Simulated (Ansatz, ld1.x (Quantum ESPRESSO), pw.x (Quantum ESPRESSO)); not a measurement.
# pw.x on diamond As: one setting changed

Potential: ultrasoft, ld1.x (Quantum ESPRESSO) 7.5, PBE; core [Ar] 3d10, reference 4s2 4p3; waves: 4s (bound): rcut 1.72, rcutus 2.16 bohr; 4s channel at 0.4 Ry: rcut 1.72, rcutus 2.16 bohr; 4p (bound): rcut 2.34, rcutus 2.46 bohr; 4p channel at 0.1 Ry: rcut 2.34, rcutus 2.46 bohr; 4d channel at 0.05 Ry: rcut 2.28, rcutus 2.66 bohr; local part: all-electron potential smoothed inside 2.04 bohr (lloc = -1); core correction: Bessel-smoothed model core inside 1.50 bohr; augmentation: PSQ, radius 1.54 bohr.

The reference run (k-mesh 8³, cutoffs 40/320 Ry, Fermi–Dirac 0.01 Ry, mixing_beta 0.4, conv_thr 1e-9, no spin) gives 0.01 GPa at 28.643 Å³/atom, where all-electron LAPW gives 0.02 GPa. This run, with its own iteration cap, changes k-mesh points per axis to 2.

```
&control
  calculation='scf', prefix='x', pseudo_dir='./', outdir='./tmp', tstress=.true., disk_io='none'
/
&system
  ibrav=0, nat=2, ntyp=1, ecutwfc=40, ecutrho=320, nbnd=12,
  occupations='smearing', smearing='fd', degauss=0.01
/
&electrons
  conv_thr=1e-09, mixing_beta=0.4, electron_maxstep=70
/
ATOMIC_SPECIES
As 1.0 As.UPF
CELL_PARAMETERS angstrom
  0.00000000 3.05965764 3.05965764
  3.05965764 0.00000000 3.05965764
  3.05965764 3.05965764 0.00000000
ATOMIC_POSITIONS crystal
As 0.0000 0.0000 0.0000
As 0.2500 0.2500 0.2500
K_POINTS automatic
2 2 2 0 0 0
```

```bash
pw.x < As.scf.in > As.scf.out
```

**Question.** How does the run end?

**Answer.** It converges in 7 iterations; the free energy moves by -189.7 meV/atom and the pressure by -1.39 GPa.

```
Message from routine setup:
     using ibrav=0 with symmetry is DISCOURAGED, use correct ibrav instead
     lattice parameter (alat)  =       8.1769  a.u.
     unit-cell volume          =     386.5851 (a.u.)^3
     number of electrons       =        10.00
     number of Kohn-Sham states=           12
     kinetic-energy cutoff     =      40.0000  Ry
     charge density cutoff     =     320.0000  Ry
     scf convergence threshold =      1.0E-09
     Exchange-correlation= PBE
     number of k points=     3  Fermi-Dirac smearing, width (Ry)=  0.0100
     iteration #  1     ecut=    40.00 Ry     beta= 0.40
     total energy              =     -40.87390736 Ry
     estimated scf accuracy    <       0.01601569 Ry
     iteration #  2     ecut=    40.00 Ry     beta= 0.40
     total energy              =     -40.87312377 Ry
     estimated scf accuracy    <       0.00499325 Ry
     iteration #  3     ecut=    40.00 Ry     beta= 0.40
     total energy              =     -40.87329851 Ry
     estimated scf accuracy    <       0.00005451 Ry
     iteration #  4     ecut=    40.00 Ry     beta= 0.40
     total energy              =     -40.87330586 Ry
     estimated scf accuracy    <       0.00000155 Ry
     iteration #  5     ecut=    40.00 Ry     beta= 0.40
     total energy              =     -40.87330617 Ry
     estimated scf accuracy    <       0.00000008 Ry
     iteration #  6     ecut=    40.00 Ry     beta= 0.40
     total energy              =     -40.87330618 Ry
     estimated scf accuracy    <       0.00000004 Ry
     iteration #  7     ecut=    40.00 Ry     beta= 0.40
     the Fermi energy is     3.9299 ev
!    total energy              =     -40.87330618 Ry
     estimated scf accuracy    <          5.1E-10 Ry
     smearing contrib. (-TS)   =      -0.01040577 Ry
     The total energy is F=E-TS. E is the sum of the following terms:
     one-electron contribution =       2.41692719 Ry
     hartree contribution      =       2.76715952 Ry
     xc contribution           =     -22.75540437 Ry
     ewald contribution        =     -23.29158275 Ry
     convergence has been achieved in   7 iterations
          total   stress  (Ry/bohr**3)                   (kbar)     P=      -13.79
     Message from routine punch:
     Nothing written, as per user request (disk_io='none')
```

The run took about 2.7 s on one core of a shared host (Neoverse-V2, 192 threads, 742 GiB, load 41).
